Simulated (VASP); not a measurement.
**GaAs: how numerical settings change the zone-centre modes**

Aim: test the modes of GaAs against the numerical settings. The starting structure is a measured crystal structure from the Crystallography Open Database.

Calculated with VASP 6.6.1; Kohn-Sham DFT with plane waves and PAW; LDA.

### 1. Starting point

It takes space group F-43m (No. 216, cubic). The conventional cell has a = 5.654 Å, b = 5.654 Å, c = 5.654 Å, α = 90.00°, β = 90.00°, γ = 90.00°. Nearest to As lie 4 Ga at 2.45 Å. Ga has 4 As at 2.45 Å nearest. Farther neighbours are not listed.

Structure file:

```cif
data_structure
_symmetry_space_group_name_H-M 'F-43m'
_symmetry_Int_Tables_number 216
_cell_length_a 5.6537
_cell_length_b 5.6537
_cell_length_c 5.6537
_cell_angle_alpha 90.000
_cell_angle_beta 90.000
_cell_angle_gamma 90.000
_cell_volume 180.72
loop_
_atom_site_label
_atom_site_type_symbol
_atom_site_symmetry_multiplicity
_atom_site_Wyckoff_symbol
_atom_site_fract_x
_atom_site_fract_y
_atom_site_fract_z
_atom_site_occupancy
As1 As 4 c 0.25000 0.25000 0.25000 1
Ga1 Ga 4 a 0.00000 0.00000 0.00000 1
```

### 2. Reference modes

The cell comes from a relaxation at this level, not shown (44.11 Å³).

INCAR

```
SYSTEM = GaAs
PREC = Accurate
ENCUT = 450
EDIFF = 1E-08
NELM = 100
ISMEAR = 0
SIGMA = 0.03
LREAL = .FALSE.
ALGO = Normal
GGA = CA
NBANDS = 15
LORBIT = 11
LWAVE = .FALSE.
LCHARG = .FALSE.
KPAR = 8
IBRION = 8
LEPSILON = .TRUE.
LPEAD = .TRUE.
ISIF = 2
```

POSCAR

```
GaAs
1.0
    0.0000000000      2.8044721310      2.8044721310
    2.8044721310      0.0000000000      2.8044721310
    2.8044721310      2.8044721310      0.0000000000
As Ga
1 1
Direct
    0.7500000000      0.7500000000      0.7500000000
    0.0000000000      0.0000000000      0.0000000000
```

KPOINTS

```
Automatic mesh
0
Gamma
10 10 10
0 0 0
```

Potentials, in the order of the species: As and Ga_d (LDA family, release 64).

Launch:

```sh
mpirun -np 8 vasp_std
```

The program printed:

```text
[banner, memory and clock lines left out]
running    8 mpi-ranks, on    1 nodes
 distrk:  each k-point on    1 cores,    8 groups
 distr:  one band on    1 cores,    1 groups

 POSCAR found type information on POSCAR AsGa
 POSCAR found :  2 types and       2 ions
|                                                                             |
|           W    W    AA    RRRRR   N    N  II  N    N   GGGG   !!!           |
|           W    W   A  A   R    R  NN   N  II  NN   N  G    G  !!!           |
|           W    W  A    A  R    R  N N  N  II  N N  N  G       !!!           |
|           W WW W  AAAAAA  RRRRR   N  N N  II  N  N N  G  GGG   !            |
|           WW  WW  A    A  R   R   N   NN  II  N   NN  G    G                |
|           W    W  A    A  R    R  N    N  II  N    N   GGGG   !!!           |
|                                                                             |
|     For optimal performance we recommend to set                             |
|       NCORE = 2 up to number-of-cores-per-socket                            |
|     NCORE specifies how many cores store one orbital (NPAR=cpu/NCORE).      |
|     This setting can greatly improve the performance of VASP for DFT.       |
|     The default, NCORE=1 might be grossly inefficient on modern             |
|     multi-core architectures or massively parallel machines. Do your        |
|     Unfortunately you need to use the default for GW and RPA                |
|     calculations (for HF NCORE is supported but not extensively tested      |
|     yet).                                                                   |
|                                                                             |

 LDA part: xc-table for (Slater(with rela. corr.)+CA(PZ))
 , standard interpolation
 POSCAR, INCAR and KPOINTS ok, starting setup
 FFT: planning ... GRIDC
 FFT: planning ... GRID_SOFT
 FFT: planning ... GRID
 WAVECAR not read
 entering main loop
       N       E                     dE             d eps       ncg     rms          rms(c)
DAV:   1     0.774941680371E+02    0.77494E+02   -0.85250E+03  1448   0.153E+03
DAV:   2    -0.386135817266E+01   -0.81356E+02   -0.77611E+02  1606   0.296E+02
DAV:   3    -0.978406328668E+01   -0.59227E+01   -0.59000E+01  1697   0.664E+01
DAV:   4    -0.987328219910E+01   -0.89219E-01   -0.89204E-01  1698   0.908E+00
DAV:   5    -0.987469218889E+01   -0.14100E-02   -0.14100E-02  1774   0.103E+00    0.306E+00
DAV:   6    -0.968639621605E+01    0.18830E+00   -0.22984E-01  2192   0.881E+00    0.180E+00
DAV:   7    -0.964396471499E+01    0.42432E-01   -0.66912E-02  1984   0.201E+00    0.525E-01
DAV:   8    -0.964077552671E+01    0.31892E-02   -0.90719E-03  1788   0.110E+00    0.108E-01
DAV:   9    -0.964074628578E+01    0.29241E-04   -0.71251E-04  1719   0.338E-01    0.423E-02
DAV:  10    -0.964075118298E+01   -0.48972E-05   -0.40533E-05  2241   0.684E-02    0.222E-02
DAV:  11    -0.964075598882E+01   -0.48058E-05   -0.65108E-06  1564   0.397E-02    0.240E-03
DAV:  12    -0.964075588030E+01    0.10852E-06   -0.46223E-07  2103   0.961E-03    0.191E-03
DAV:  13    -0.964075588140E+01   -0.11064E-08   -0.66511E-08  1725   0.205E-03
   1 F= -.96407559E+01 E0= -.96407559E+01  d E =-.266545E-11
 Linear response reoptimize wavefunctions to high precision
DAV:   1    -0.964075588156E+01   -0.15189E-09   -0.12231E-09  1438   0.293E-04
DAV:   2    -0.964075588154E+01    0.12278E-10   -0.99644E-11  1034   0.102E-04
 Linear response to external field (no local field effect), progress :
  Direction:   1
       N       E                     dE             d eps       ncg     rms          rms(c)
RMM:   1    -0.182871857942E+00   -0.18287E+00    0.76375E+00   946   0.907E+00
RMM:   2    -0.193634559043E+01   -0.17535E+01    0.10584E-02  1248   0.196E+00
RMM:   3    -0.195206234607E+01   -0.15717E-01   -0.31768E-02  1495   0.586E-01
RMM:   4    -0.195247565169E+01   -0.41331E-03   -0.97239E-04  1482   0.130E-01
RMM:   5    -0.195248466547E+01   -0.90138E-05   -0.60598E-05  1453   0.386E-02
RMM:   6    -0.195248568539E+01   -0.10199E-05   -0.70591E-06  1492   0.126E-02
RMM:   7    -0.195248597053E+01   -0.28514E-06   -0.16437E-06  1461   0.396E-03
RMM:   8    -0.195248584376E+01    0.12677E-06    0.13837E-07  1377   0.137E-03
RMM:   9    -0.195248587450E+01   -0.30738E-07   -0.10322E-07  1173   0.473E-04
RMM:  10    -0.195248586135E+01    0.13150E-07    0.33819E-08  1023   0.180E-04
RMM:  11    -0.195248586391E+01   -0.25623E-08    0.89608E-09   535   0.753E-05
 change of polarisation eV/A/(eV/A) component  1 :     3.905     2.254     0.497
 dielectric tensor                  component  1 :    17.018     9.245     2.040
 Linear response to external field (no local field effect), progress :
  Direction:   2
       N       E                     dE             d eps       ncg     rms          rms(c)
RMM:   1    -0.197690267111E+00   -0.19769E+00    0.80607E+00   950   0.914E+00
RMM:   2    -0.204999018609E+01   -0.18523E+01   -0.28281E-02  1265   0.199E+00
RMM:   3    -0.206300394663E+01   -0.13014E-01   -0.33687E-02  1492   0.587E-01
RMM:   4    -0.206338207922E+01   -0.37813E-03   -0.80036E-04  1488   0.120E-01
RMM:   5    -0.206339495385E+01   -0.12875E-04   -0.54715E-05  1448   0.354E-02
RMM:   6    -0.206339558868E+01   -0.63483E-06   -0.52617E-06  1503   0.114E-02
[...]
RMM:  12    -0.161802445261E+01    0.11158E-05   -0.44909E-07  7896   0.179E-04    0.771E-06
 change of polarisation eV/A/(eV/A) component  1 :     3.059     0.958     0.478
 dielectric tensor                  component  1 :    13.548     3.931     1.961
 Linear response to external field, progress :
  Direction:   2
       N       E                     dE             d eps       ncg     rms          rms(c)
RMM:   1    -0.180741137497E+00   -0.18074E+00    0.59918E+00  3477   0.815E+00
RMM:   2    -0.160859653085E+01   -0.14279E+01   -0.25222E-02  4570   0.181E+00    0.162E+00
RMM:   3    -0.157002516753E+01    0.38571E-01   -0.34361E-02 10199   0.106E+00    0.955E-01
RMM:   4    -0.161091226732E+01   -0.40887E-01   -0.39341E-02 11482   0.117E+00    0.116E-01
RMM:   5    -0.161284930588E+01   -0.19370E-02   -0.16263E-03  9648   0.280E-01    0.357E-02
RMM:   6    -0.161787219024E+01   -0.50229E-02   -0.22996E-04 10542   0.982E-02    0.177E-02
RMM:   7    -0.161776041884E+01    0.11177E-03   -0.23146E-05  9987   0.336E-02    0.219E-03
RMM:   8    -0.161807089887E+01   -0.31048E-03   -0.11838E-05 10779   0.105E-02    0.690E-04
RMM:   9    -0.161804150580E+01    0.29393E-04    0.39444E-07 10709   0.350E-03    0.324E-04
RMM:  10    -0.161802837769E+01    0.13128E-04   -0.19479E-06 10677   0.112E-03    0.661E-05
RMM:  11    -0.161802667242E+01    0.17053E-05   -0.41854E-07 10628   0.457E-04    0.237E-05
RMM:  12    -0.161802654800E+01    0.12442E-06   -0.33846E-07  7891   0.180E-04    0.865E-06
 change of polarisation eV/A/(eV/A) component  2 :     0.896     3.059     0.448
 dielectric tensor                  component  2 :     3.675    13.548     1.839
 Linear response to external field, progress :
  Direction:   3
       N       E                     dE             d eps       ncg     rms          rms(c)
RMM:   1    -0.178946279414E+00   -0.17895E+00    0.60097E+00  3476   0.815E+00
RMM:   2    -0.160869209571E+01   -0.14297E+01   -0.24126E-02  4571   0.181E+00    0.162E+00
RMM:   3    -0.157001684329E+01    0.38675E-01   -0.34186E-02 10196   0.106E+00    0.955E-01
RMM:   4    -0.161087260255E+01   -0.40856E-01   -0.39311E-02 11485   0.117E+00    0.116E-01
RMM:   5    -0.161288686944E+01   -0.20143E-02   -0.16415E-03  9631   0.279E-01    0.354E-02
RMM:   6    -0.161787590242E+01   -0.49890E-02   -0.23040E-04 10548   0.984E-02    0.177E-02
RMM:   7    -0.161775846374E+01    0.11744E-03   -0.24108E-05  9978   0.337E-02    0.222E-03
RMM:   8    -0.161807120018E+01   -0.31274E-03   -0.11222E-05 10783   0.105E-02    0.695E-04
RMM:   9    -0.161804223741E+01    0.28963E-04    0.11838E-06 10716   0.350E-03    0.333E-04
RMM:  10    -0.161802901974E+01    0.13218E-04   -0.17848E-06 10686   0.113E-03    0.702E-05
RMM:  11    -0.161802623849E+01    0.27813E-05   -0.38475E-07 10618   0.456E-04    0.227E-05
RMM:  12    -0.161802643899E+01   -0.20050E-06   -0.41712E-07  7920   0.180E-04    0.810E-06
 change of polarisation eV/A/(eV/A) component  3 :     0.731     0.705     3.059
 dielectric tensor                  component  3 :     2.998     2.893    13.548
 Linear response DOF=           2
 Linear response progress:
  Degree of freedom:   1/  2
       N       E                     dE             d eps       ncg     rms          rms(c)
RMM:   1    -0.449988988643E-01   -0.44999E-01    0.62590E-02 11414   0.154E+00
RMM:   2    -0.444103151023E-01    0.58858E-03   -0.43029E-03  9156   0.404E-01    0.826E-02
RMM:   3    -0.443658528138E-01    0.44462E-04   -0.41336E-04 10249   0.128E-01    0.454E-02
RMM:   4    -0.445229885156E-01   -0.15714E-03   -0.10435E-04 10199   0.565E-02    0.408E-03
RMM:   5    -0.445218114309E-01    0.11771E-05   -0.11192E-05 10607   0.169E-02    0.232E-03
RMM:   6    -0.445093663140E-01    0.12445E-04   -0.37216E-07 10159   0.512E-03    0.665E-04
RMM:   7    -0.445092109915E-01    0.15532E-06    0.16856E-07 10479   0.183E-03    0.305E-04
RMM:   8    -0.445079739141E-01    0.12371E-05    0.10910E-07 10252   0.705E-04    0.397E-05
RMM:   9    -0.445078935797E-01    0.80334E-07    0.19996E-08 10771   0.246E-04    0.140E-05
RMM:  10    -0.445078705399E-01    0.23040E-07    0.21954E-08 10217   0.923E-05    0.422E-06
RMM:  11    -0.445078490470E-01    0.21493E-07    0.24061E-08 10342   0.415E-05    0.132E-06
RMM:  12    -0.445078221540E-01    0.26893E-07    0.23007E-08  9088   0.205E-05    0.593E-07
RMM:  13    -0.445078135190E-01    0.86350E-08    0.29927E-08  5743   0.129E-05    0.463E-07
 first order change of Fermi-energy  -0.13919E+00
 force on displaced ion       1 direction 1 :  -9.644   0.000   0.000
 Born effective charge ion    1 direction 1 :  -2.045   0.000   0.000
 Linear response progress:
  Degree of freedom:   2/  2
       N       E                     dE             d eps       ncg     rms          rms(c)
RMM:   1    -0.167306306635E+00   -0.16731E+00    0.10494E-01  6489   0.850E+00
RMM:   2    -0.165551795935E+00    0.17545E-02   -0.25417E-02  9758   0.135E+00    0.442E-02
RMM:   3    -0.165793270291E+00   -0.24147E-03   -0.37670E-03 10186   0.403E-01    0.279E-02
RMM:   4    -0.165598379958E+00    0.19489E-03   -0.12993E-03 10817   0.175E-01    0.925E-03
RMM:   5    -0.165630447231E+00   -0.32067E-04   -0.13472E-04 10591   0.409E-02    0.377E-03
RMM:   6    -0.165623509324E+00    0.69379E-05   -0.19956E-05 10575   0.146E-02    0.506E-04
RMM:   7    -0.165618477384E+00    0.50319E-05   -0.58694E-06 10476   0.606E-03    0.286E-04
RMM:   8    -0.165619728166E+00   -0.12508E-05   -0.92192E-06 10635   0.259E-03    0.958E-05
RMM:   9    -0.165620130954E+00   -0.40279E-06   -0.51007E-06 10495   0.112E-03    0.273E-05
RMM:  10    -0.165619821891E+00    0.30906E-06   -0.12000E-06 10734   0.500E-04    0.174E-05
RMM:  11    -0.165619714638E+00    0.10725E-06   -0.55568E-07 10289   0.233E-04    0.741E-06
RMM:  12    -0.165619764351E+00   -0.49714E-07   -0.72636E-07 10533   0.121E-04    0.164E-06
RMM:  13    -0.165619682063E+00    0.82288E-07   -0.32408E-07 10737   0.683E-05    0.100E-06
RMM:  14    -0.165619688379E+00   -0.63152E-08   -0.17079E-07 10666   0.427E-05    0.352E-07
RMM:  15    -0.165619719617E+00   -0.31238E-07   -0.85889E-08  8614   0.304E-05    0.280E-07
RMM:  16    -0.165619725697E+00   -0.60803E-08   -0.27074E-08  7565   0.249E-05    0.423E-08
 first order change of Fermi-energy   0.14078E+00
 force on displaced ion       2 direction 1 :  -9.626   0.000   0.000
 Born effective charge ion    2 direction 1 :   2.045   0.000   0.000
 Born effective charges drift removed
 Linear response finished
```

Run time: 53 s. Hardware: 8 MPI ranks of Intel Xeon 6975P-C (Granite Rapids), shared host; peak memory 3.4 GiB.

The logs omit lines about the potential files and the build; timing stands in the text.

OUTCAR, selected parts (step 2):

```text
ion  position               nearest neighbor table
   1  0.750  0.750  0.750-   2 2.43   2 2.43   2 2.43   2 2.43
   2  0.000  0.000  0.000-   1 2.43   1 2.43   1 2.43   1 2.43

  LATTYP: Found a face centered cubic cell.
 ALAT       =     5.6089442620

 Subroutine GETGRP returns: Found 24 space group operations
 (whereof 24 operations were pure point group operations)

The static configuration has the point symmetry T_d .

 Found     47 irreducible k-points:

   k-points           NKPTS =     47   k-points in BZ     NKDIM =     47   number of bands    NBANDS=     15

   dimension x,y,z NGX =    28 NGY =   28 NGZ =   28
   dimension x,y,z NGXF=    56 NGYF=   56 NGZF=   56

   ENCUT  =  450.0 eV  33.07 Ry    5.75 a.u.   6.86  6.86  6.86*2*pi/ulx,y,z

   NELECT =      18.0000    total number of electrons

 k-points in reciprocal lattice and weights: Automatic mesh
   0.00000000  0.00000000  0.00000000       0.001
   0.10000000  0.00000000  0.00000000       0.008
   0.20000000  0.00000000  0.00000000       0.008
   0.30000000  0.00000000  0.00000000       0.008
   0.40000000  0.00000000  0.00000000       0.008
   0.50000000  0.00000000  0.00000000       0.004
   0.10000000  0.10000000  0.00000000       0.006
   0.20000000  0.10000000  0.00000000       0.024
   0.30000000  0.10000000  0.00000000       0.024
[...]
-0.30000000  0.40000000  0.20000000       0.024
  -0.30000000  0.50000000  0.20000000       0.012

 average (electrostatic) potential at core
       1 -53.5788       2 -67.3237

  Total        0.0004679      0.0004679      0.0004679     -0.0000000     -0.0000000     -0.0000000
  in kB        0.0169936      0.0169936      0.0169936     -0.0000000     -0.0000000     -0.0000000
  external PRESSURE =       0.0169936 kB  Pullay stress =       0.0000000 kB

  energy-cutoff  :      450.00
  volume of cell :       44.11
      direct lattice vectors                 reciprocal lattice vectors
     0.000000000  2.804472131  2.804472131    -0.178286671  0.178286671  0.178286671
     2.804472131  0.000000000  2.804472131     0.178286671 -0.178286671  0.178286671
     2.804472131  2.804472131  0.000000000     0.178286671  0.178286671 -0.178286671

 POSITION                                       TOTAL-FORCE (eV/Angst)
 -----------------------------------------------------------------------------------
      4.20671      4.20671      4.20671         0.000000      0.000000      0.000000
      0.00000      0.00000      0.00000        -0.000000     -0.000000     -0.000000
 -----------------------------------------------------------------------------------
    total drift:                               -0.000001     -0.000001     -0.000001

 MACROSCOPIC STATIC DIELECTRIC TENSOR (including local field effects in DFT)
 ------------------------------------------------------
          13.547566    -0.000000    -0.000000
           0.000000    13.547566     0.000000
          -0.000000     0.000000    13.547566
 ------------------------------------------------------

 PIEZOELECTRIC TENSOR (including local field effects)  for field in x, y, z        (C/m^2)
          XX          YY          ZZ          XY          YZ          ZX
  --------------------------------------------------------------------------------
  x    -0.00000    -0.00000     0.00000     0.00000     0.79574     0.00000
  y     0.00000     0.00000    -0.00000     0.00000     0.00000     0.79574
  z    -0.00000     0.00000     0.00000     0.79574     0.00000     0.00000

 BORN EFFECTIVE CHARGES (including local field effects) (in |e|, cummulative output)
 ---------------------------------------------------------------------------------
 ion    1
    1    -2.04967    -0.00000    -0.00000
    2    -0.00000    -2.04967    -0.00000
    3     0.00000     0.00000    -2.04967
 ion    2
    1     2.04967     0.00000     0.00000
    2     0.00000     2.04967     0.00000
    3     0.00000    -0.00000     2.04967

 Eigenvectors and eigenvalues of the dynamical matrix
 ----------------------------------------------------

   1 f  =    8.074864 THz    50.735866 2PiTHz  269.348468 cm-1    33.394939 meV
             X         Y         Z           dx          dy          dz
      4.206708  4.206708  4.206708    -0.672699   -0.173143    0.000000
      0.000000  0.000000  0.000000     0.696666    0.179312    0.000000

   2 f  =    8.074864 THz    50.735866 2PiTHz  269.348468 cm-1    33.394939 meV
             X         Y         Z           dx          dy          dz
      4.206708  4.206708  4.206708    -0.077224    0.300031   -0.621708
      0.000000  0.000000  0.000000     0.079975   -0.310721    0.643858

   3 f  =    8.074864 THz    50.735866 2PiTHz  269.348468 cm-1    33.394939 meV
             X         Y         Z           dx          dy          dz
      4.206708  4.206708  4.206708     0.154968   -0.602085   -0.309810
      0.000000  0.000000  0.000000    -0.160489    0.623536    0.320848

   4 f/i=    0.003836 THz     0.024102 2PiTHz    0.127953 cm-1     0.015864 meV
             X         Y         Z           dx          dy          dz
      4.206708  4.206708  4.206708     0.341985    0.507497    0.378140
      0.000000  0.000000  0.000000     0.330220    0.490038    0.365131

   5 f/i=    0.003836 THz     0.024102 2PiTHz    0.127953 cm-1     0.015864 meV
             X         Y         Z           dx          dy          dz
      4.206708  4.206708  4.206708    -0.462081   -0.093480    0.543359
      0.000000  0.000000  0.000000    -0.446185   -0.090264    0.524666

   6 f/i=    0.003836 THz     0.024102 2PiTHz    0.127953 cm-1     0.015864 meV
             X         Y         Z           dx          dy          dz
      4.206708  4.206708  4.206708    -0.432463    0.501204   -0.281545
      0.000000  0.000000  0.000000    -0.417585    0.483961   -0.271860

 MACROSCOPIC STATIC DIELECTRIC TENSOR IONIC CONTRIBUTION
 ------------------------------------------------------
           1.788479     0.000000     0.000000
           0.000000     1.788479    -0.000000
           0.000000    -0.000000     1.788479
 ------------------------------------------------------

 ELASTIC MODULI CONTR FROM IONIC RELAXATION (kBar)
 Direction    XX          YY          ZZ          XY          YZ          ZX
 --------------------------------------------------------------------------------
 XX          -0.0000     -0.0000     -0.0000      0.0000      0.0000     -0.0000
 YY          -0.0000     -0.0000     -0.0000      0.0000      0.0000      0.0000
 ZZ          -0.0000     -0.0000     -0.0000      0.0000      0.0000     -0.0000
 XY           0.0000      0.0000      0.0000   -200.2832      0.0000      0.0000
 YZ           0.0000      0.0000      0.0000      0.0000   -200.2832      0.0000
 ZX          -0.0000      0.0000     -0.0000      0.0000      0.0000   -200.2832
 --------------------------------------------------------------------------------

 PIEZOELECTRIC TENSOR IONIC CONTR  for field in x, y, z        (C/m^2)
          XX          YY          ZZ          XY          YZ          ZX
  --------------------------------------------------------------------------------
  x     0.00000     0.00000     0.00000    -0.00000    -0.56317    -0.00000
  y    -0.00000     0.00000    -0.00000    -0.00000    -0.00000    -0.56317
  z     0.00000     0.00000     0.00000    -0.56317     0.00000     0.00000
```

Energies printed during the response cycles are not total energies of the cell.

Reference: the zone-centre mode is T2 269.3 cm⁻¹.

(Part 1 of 2 ends here.)

[Lines on the potential files, build, host, timing and source positions are cut from VASP's logs without a mark.]

[Logs are printed without paths, hosts, clocks, repeated set-up lines and the standing remarks that a program may print on its own settings, such as how far it seeks lower states.]

[Hosts, paths, dates, database ids (printed as entryN), source tags and the programs' standing remarks are cut or masked in the printed files.]
